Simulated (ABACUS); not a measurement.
Crystal: In2O3.

```
In O
1.0
     2.74350    1.58396    4.83667
    -2.74350    1.58396    4.83667
     0.00000   -3.16792    4.83667
In O
4 6
Direct
  0.85731 0.85731 0.85731
  0.64269 0.64269 0.64269
  0.14269 0.14269 0.14269
  0.35731 0.35731 0.35731
  0.04800 0.75000 0.45200
  0.75000 0.45200 0.04800
  0.45200 0.04800 0.75000
  0.95200 0.25000 0.54800
  0.25000 0.54800 0.95200
  0.54800 0.95200 0.25000
```

- Program: ABACUS 3.10.1
- Task: relaxation of cell and atoms
- Functional: PBE
- Potentials or basis: SG15 ONCV 1.2 PBE
- Cutoff: 1143 eV
- Density cutoff: 4572 eV
- Basis: plane waves
- k mesh: 5 × 5 × 5
- Occupations: fermi-dirac, width 0.05 eV
- Spin: no spin polarisation

At the start: pressure 8.8 GPa; volume 12.61 Å³/atom.

Question: Where does the relaxation end?

Answer: Over 10 steps the energy falls by 17.1 meV/atom and the volume is 13.25 Å³/atom (+5.1 %); space group R-3c (No. 167, to 0.05 Å).

Step by step:
```
step  energy change (eV)  largest force (eV/Å)  pressure (GPa)  volume (Å³)
   1              0.0000                0.1300            8.78       126.11
   2              0.0071                0.0694           -7.50       139.63
   3             -0.1696                0.0689           -0.09       132.55
   4             -0.1696                0.0692           -0.09       132.55
   5             -0.1708                0.0277           -0.08       132.56
   6             -0.1710                0.0144           -0.07       132.56
   7             -0.1710                0.0033            0.08       132.45
   8             -0.1710                0.0040            0.03       132.49
   9             -0.1711                0.0024           -0.02       132.53
  10             -0.1711                0.0026            0.00       132.52
```

Final structure:
```xyz
10
Lattice="2.7892 1.6104 4.9172 -2.7892 1.6104 4.9172 0.0000 -3.2207 4.9172" Properties=species:S:1:pos:R:3 pbc="T T T"
In    0.0000    0.0000   12.6465
In    0.0000    0.0000    9.4808
In    0.0000    0.0000    2.1050
In    0.0000    0.0000    5.2707
O    -1.9624   -0.1783    6.1465
O     0.8268    1.7886    6.1465
O     1.1356   -1.6104    6.1465
O     1.9624    0.1783    8.6051
O    -0.8268   -1.7887    8.6051
O    -1.1356    1.6104    8.6051
```
